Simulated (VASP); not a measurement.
# BN (F-43m) in VASP: relaxation of cell and atoms with PBE

Aim: the relaxation of cell and atoms of BN with PBE.

Everything below comes from runs of VASP 6.6.1. Logs are shortened: lines on timing, memory, paths and dates and some standing lists are left out, and cuts for length are marked.

## (1) Starting point

It takes space group F-43m (No. 216, cubic). The conventional cell has a = 3.626 Å, b = 3.626 Å, c = 3.626 Å, α = 90.00°, β = 90.00°, γ = 90.00°. Around B (site symmetry -43m) lie 4 N at 1.57 Å. N (site symmetry -43m) has 4 B at 1.57 Å as nearest neighbours.

## (2) Relaxation of cell and atoms, PBE

INCAR reads:

```
ALGO = Normal
EDIFF = 1E-7
EDIFFG = -0.002
ENCUT = 520
GGA = PE
IBRION = 2
ISIF = 3
ISMEAR = 0
LASPH = T
LCHARG = F
LREAL = F
LWAVE = F
NELM = 4
NSW = 80
PREC = Accurate
SIGMA = 0.02
```

KPOINTS reads:

```
k-points
0
Gamma
  14 14 14
```

POSCAR reads:

```
BN                                      
1.0
    0.0000000000      1.8127525670      1.8127525670
    1.8127525670      0.0000000000      1.8127525670
    1.8127525670      1.8127525670     -0.0000000000
  B               N             
     1     1
Direct
     0.0000000000000000    0.0000000000000000    0.0000000000000000
     0.2500000000000000    0.2500000000000000    0.2500000000000000
```

Potentials or basis: VASP PAW PBE potentials, release 64 (B, N).

On the command line:

```console
cat potpaw_PBE.64/B/POTCAR potpaw_PBE.64/N/POTCAR > POTCAR
mpirun -np 1 vasp_std > vasp.out
```

OUTCAR:

```text
EDIFF = 1E-7
   EDIFFG = -0.002
   ENCUT = 520
   GGA = PE
   IBRION = 2
   ISIF = 3
   ISMEAR = 0
   LASPH = T
   LREAL = F
   NELM = 4
   NSW = 80
   PREC = Accurate

 ion  position               nearest neighbor table
   1  0.000  0.000  0.000-   2 1.57   2 1.57   2 1.57   2 1.57
   2  0.250  0.250  0.250-   1 1.57   1 1.57   1 1.57   1 1.57

  LATTYP: Found a face centered cubic cell.
 ALAT       =     3.6255051340

  Lattice vectors:

 A1 = (   0.0000000000,   1.8127525670,   1.8127525670)
 A2 = (   1.8127525670,   0.0000000000,   1.8127525670)
 A3 = (   1.8127525670,   1.8127525670,   0.0000000000)

Analysis of symmetry for initial positions (statically):
=====================================================================
 Subroutine PRICEL returns:
 Original cell was already a primitive cell.

 Routine SETGRP: Setting up the symmetry group for a
 face centered cubic supercell.

 Subroutine GETGRP returns: Found 24 space group operations
 (whereof 24 operations were pure point group operations)
 out of a pool of 48 trial point group operations.

The static configuration has the point symmetry T_d .

Analysis of symmetry for dynamics (positions and initial velocities):
=====================================================================
 Subroutine PRICEL returns:
 Original cell was already a primitive cell.

 Routine SETGRP: Setting up the symmetry group for a
 face centered cubic supercell.

 Subroutine GETGRP returns: Found 24 space group operations
 (whereof 24 operations were pure point group operations)
 out of a pool of 48 trial point group operations.

The dynamic configuration has the point symmetry T_d .

 Subroutine INISYM returns: Found 24 space group operations
 (whereof 24 operations are pure point group operations),
 and found     1 'primitive' translations

----------------------------------------------------------------------------------------

                                     Primitive cell

  volume of cell :      11.9137

  direct lattice vectors                    reciprocal lattice vectors
     0.000000000  1.812752567  1.812752567    -0.275823634  0.275823634  0.275823634
     1.812752567  0.000000000  1.812752567     0.275823634 -0.275823634  0.275823634
     1.812752567  1.812752567  0.000000000     0.275823634  0.275823634 -0.275823634

  length of vectors
     2.563619265  2.563619265  2.563619265     0.477740547  0.477740547  0.477740547

  position of ions in fractional coordinates (direct lattice)
     0.000000000  0.000000000  0.000000000
     0.250000000  0.250000000  0.250000000

  ion indices of the primitive-cell ions
   primitive index   ion index
                 1           1
                 2           2

----------------------------------------------------------------------------------------

 KPOINTS: k-points

Automatic generation of k-mesh.
 Grid dimensions read from file:
 generate k-points for:   14   14   14

 Generating k-lattice:

  Cartesian coordinates                     Fractional coordinates (reciprocal lattice)
    -0.019701688  0.019701688  0.019701688     0.071428571  0.000000000  0.000000000
     0.019701688 -0.019701688  0.019701688     0.000000000  0.071428571  0.000000000
     0.019701688  0.019701688 -0.019701688     0.000000000  0.000000000  0.071428571

  Length of vectors
     0.034124325  0.034124325  0.034124325

  Shift w.r.t. Gamma in fractional coordinates (k-lattice)
     0.000000000  0.000000000  0.000000000

 Subroutine IBZKPT returns following result:
 ===========================================

 Found    104 irreducible k-points:

 Following reciprocal coordinates:
            Coordinates               Weight
  0.000000  0.000000  0.000000      1.000000
  0.071429  0.000000  0.000000      8.000000
  0.142857  0.000000  0.000000      8.000000
  0.214286  0.000000  0.000000      8.000000
  0.285714  0.000000  0.000000      8.000000
  0.357143  0.000000  0.000000      8.000000
[... 16 lines left out ...]
  0.214286  0.142857  0.000000     24.000000
  0.285714  0.142857  0.000000     24.000000
 [... further k-points ...]
   k-points           NKPTS =    104   k-points in BZ     NKDIM =    104   number of bands    NBANDS=      8
   number of dos      NEDOS =    301   number of ions     NIONS =      2
   total plane-waves  NPLWV =   8000
   dimension x,y,z NGX =    20 NGY =   20 NGZ =   20
   dimension x,y,z NGXF=    40 NGYF=   40 NGZF=   40
   ions per type =               1   1
   NGX,Y,Z   is equivalent  to a cutoff of  12.97, 12.97, 12.97 a.u.
   NGXF,Y,Z  is equivalent  to a cutoff of  25.94, 25.94, 25.94 a.u.
 SYSTEM =  unknown system
   PREC   = accura    normal or accurate (medium, high low for compatibility)
   ISTART =      0    job   : 0-new  1-cont  2-samecut
   ICHARG =      2    charge: 1-file 2-atom 10-const
   ISPIN  =      1    spin polarized calculation?
   LNONCOLLINEAR =      F non collinear calculations
   LSORBIT =      F    spin-orbit coupling
   LASPH  =      T    aspherical Exc in radial PAW
   ENCUT  =  520.0 eV  38.22 Ry    6.18 a.u.   4.77  4.77  4.77*2*pi/ulx,y,z
   NELM   =      4;   NELMIN=  2; NELMDL= -5     # of ELM steps
   EDIFF  = 0.1E-06   stopping-criterion for ELM
   LREAL  =      F    real-space projection
   EDIFFG = -.2E-02   stopping-criterion for IOM
   NSW    =     80    number of steps for IOM
   IBRION =      2    ionic relax: 0-MD 1-quasi-New 2-CG
   NFREE  =      1    steps in history (QN), initial steepest desc. (CG)
   ISIF   =      3    stress and relaxation
   ISYM   =      2    0-nonsym 1-usesym 2-fastsym
   POTIM  = 0.5000    time-step for ionic-motion
   TEBEG  =    0.0;   TEEND  =   0.0 temperature during run
   PSTRESS=    0.0 pullay stress
   NELECT =       8.0000    total number of electrons
   NUPDOWN=      -1.0000    fix difference up-down
   EMIN   =  10.00;   EMAX   =-10.00  energy-range for DOS
   EFERMI =   0.00;   METHOD = LEGACY
   ISMEAR =     0;   SIGMA  =   0.02  broadening in eV -4-tet -1-fermi 0-gaus
   EFERMI_NEDOS =   21; number of points for ismear=-14 and -15
   IALGO  =     38    algorithm
   IMIX   =      4    mixing-type and parameters
     AMIX     =   0.40;   BMIX     =  1.00
     AMIX_MAG =   1.60;   BMIX_MAG =  1.00
  volume/ion in A,a.u.               =       5.96        40.20
  Fermi-wavevector in a.u.,A,eV,Ry     =   1.433583  2.709080 27.962168  2.055161
  Thomas-Fermi vector in A             =   2.553086
   LORBIT       =      0    0 simple, 1 ext, 2 COOP (PROOUT), +10 PAW based schemes
   GGA     = PE    functional components
   LHFCALC =     F    Hartree Fock is set to
   AEXX    =    0.0000 exact exchange contribution
   IVDW    =     0    specifies the selected vdW correction
   LEPSILON=     F    determine dielectric tensor
   LRPA    =     F    only Hartree local field effects (RPA)
 conjugate gradient relaxation of ions
 non-spin polarized calculation
 Gauss-broadening in eV      SIGMA  =   0.02
  energy-cutoff  :      520.00
  volume of cell :       11.91
 maximum number of plane-waves:       332
   NGX =  9   NGY =  9   NGZ =  9

--------------------------------------- Ionic step        1  -------------------------------------------

 number of electron       8.0000000 magnetization

 Free energy of the ion-electron system (eV)
  ---------------------------------------------------
  ext. energy  EPLUGINS =         0.00000000
  ---------------------------------------------------
  free energy    TOTEN  =       -18.40273114 eV

  energy without entropy =      -18.40273114  energy(sigma->0) =      -18.40273114

------------------------ aborting loop EDIFF was not reached (unconverged)  ----------------------------

  FORCE on cell =-STRESS in cart. coord.  units (eV):
  Direction    XX          YY          ZZ          XY          YZ          ZX
  --------------------------------------------------------------------------------------
  -------------------------------------------------------------------------------------
  Total       10.5880577     10.5880577     10.5880577     -0.0000000      0.0000000      0.0000000
  in kB     1423.9059351   1423.9059351   1423.9059351     -0.0000000      0.0000000      0.0000000
  external PRESSURE =    1423.9059351 kB  Pullay stress =       0.0000000 kB
[... 21 lines left out ...]
  energy  without entropy=      -18.4027311429  energy(sigma->0) =      -18.40273114

--------------------------------------- Ionic step        2  -------------------------------------------

 number of electron       7.9999996 magnetization

 E-fermi :   0.9116     XC(G=0):  -9.8301

 val. band max:        0.7707384903   @ k =   0.0000   0.0000   0.0000
 cond. band min:       2.1743794735   @ k =   0.0000   0.0000   0.0000
 fundamental gap:      1.4036409833
 Fermi energy:         0.9116441257

 k-point     1 :       0.0000    0.0000    0.0000
  band No.  band energies     occupation
      1     -13.6370      2.00000
      2       0.7707      2.00000
      3       0.7707      2.00000
      4       0.7707      2.00000
      5       2.1744      0.00000
      6       6.5598      0.00000
      7       6.5600      0.00000
      8       6.5600      0.00000
[... 318 lines left out ...]
  FREE ENERGIE OF THE ION-ELECTRON SYSTEM (eV)
  ---------------------------------------------------
  free  energy   TOTEN  =       -15.9467161128 eV

  energy  without entropy=      -15.9467161128  energy(sigma->0) =      -15.94671611

[... ionic steps 4 to 13 ...]

--------------------------------------- Ionic step       14  -------------------------------------------

 number of electron       7.9999999 magnetization

------------------------ aborting loop because EDIFF is reached ----------------------------------------

  FORCE on cell =-STRESS in cart. coord.  units (eV):
  Direction    XX          YY          ZZ          XY          YZ          ZX
  --------------------------------------------------------------------------------------
  -------------------------------------------------------------------------------------
  Total       -0.0076891     -0.0076891     -0.0076891     -0.0000000      0.0000000      0.0000000
  in kB       -1.0338232     -1.0338232     -1.0338232     -0.0000000      0.0000000      0.0000000
  external PRESSURE =      -1.0338232 kB  Pullay stress =       0.0000000 kB
[... 57 lines left out ...]
  energy  without entropy=      -17.4510229416  energy(sigma->0) =      -17.45102294

--------------------------------------- Ionic step       16  -------------------------------------------

 number of electron       7.9999999 magnetization

 Free energy of the ion-electron system (eV)
  ---------------------------------------------------
  ext. energy  EPLUGINS =         0.00000000
  ---------------------------------------------------
  free energy    TOTEN  =       -17.45102316 eV

  energy without entropy =      -17.45102316  energy(sigma->0) =      -17.45102316

 E-fermi :   7.3903     XC(G=0): -12.7788

 val. band max:        7.2955199735   @ k =   0.0000   0.0000   0.0000
 cond. band min:      11.7455110120   @ k =   0.5000   0.5000   0.0000
 fundamental gap:      4.4499910385
 Fermi energy:         7.3902831855

 k-point     1 :       0.0000    0.0000    0.0000
  band No.  band energies     occupation
      1     -12.8359      2.00000
      2       7.2955      2.00000
      3       7.2955      2.00000
      4       7.2955      2.00000
      5      16.0737      0.00000
      6      16.0737      0.00000
      7      16.0737      0.00000
      8      17.5028      0.00000
[... 282 lines left out ...]
  FREE ENERGIE OF THE ION-ELECTRON SYSTEM (eV)
  ---------------------------------------------------
  free  energy   TOTEN  =       -17.4510231590 eV

  energy  without entropy=      -17.4510231590  energy(sigma->0) =      -17.45102316

 reached required accuracy - stopping structural energy minimisation
```

It took 21 s on 1 thread of Intel Xeon 6975P-C (Granite Rapids), shared host; peak memory 0.12 GiB.

What came out:

| Item | Value |
| --- | --- |
| Free energy | -17.4510 eV |
| Energy gained by relaxing | -475.9 meV/atom |
| Ionic steps | 16 |
| Pressure after relaxing | 0.0 GPa |
| Band gap on the k mesh | 4.45 eV, indirect (least direct gap 8.78 eV) |

Step by step:
| step | energy change (eV) | largest force (eV/Å) | pressure (GPa) | volume (Å³) |
| --- | --- | --- | --- | --- |
| 1 | 0.0000 | 0.0000 | 142.39 | 11.91 |
| 2 | 5.5290 | 0.0000 | -71.47 | 23.57 |
| 3 | 2.4560 | 0.0000 | -73.20 | 17.11 |
| 4 | 1.5168 | 0.0000 | -55.27 | 14.75 |
| 5 | 1.1064 | 0.0000 | -33.96 | 13.28 |
| 6 | 0.9923 | 0.0000 | -18.85 | 12.58 |
| 7 | 0.9621 | 0.0000 | -9.94 | 12.25 |
| 8 | 0.9544 | 0.0000 | -5.12 | 12.08 |
| 9 | 0.9524 | 0.0000 | -2.60 | 12.00 |
| 10 | 0.9519 | 0.0000 | -1.32 | 11.95 |
| 11 | 0.9518 | 0.0000 | -0.67 | 11.93 |
| 12 | 0.9517 | 0.0000 | -0.34 | 11.92 |
| 13 | 0.9517 | 0.0000 | -0.19 | 11.92 |
| 14 | 0.9517 | 0.0000 | -0.10 | 11.92 |
| 15 | 0.9517 | 0.0000 | -0.06 | 11.91 |
| 16 | 0.9517 | 0.0000 | -0.04 | 11.91 |

Final structure:
```yaml
crystal:
  lattice:
    - [0.00000, 1.81279, 1.81279]
    - [1.81279, 0.00000, 1.81279]
    - [1.81279, 1.81279, 0.00000]
  atoms:
    - { symbol: B, position: [0.00000, 0.00000, 0.00000] }
    - { symbol: N, position: [0.25000, 0.25000, 0.25000] }
```

Levels at points of the mesh, in eV from the valence-band top:
```csv
k point,band 1,band 2,band 3,band 4,band 5,band 6,band 7,band 8
"(0.00, 0.00, 0.00)",-20.13,0.00,0.00,0.00,8.78,8.78,8.78,10.21
"(0.50, 0.00, 0.00)",-15.96,-10.61,-1.92,-1.92,10.03,10.66,10.66,15.17
"(0.50, 0.50, 0.00)",-14.60,-8.86,-4.86,-4.86,4.45,9.18,17.78,17.78
```

A k mesh can miss the band edges. Expect the measured gap to be larger: semilocal functionals such as PBE lack the derivative discontinuity.
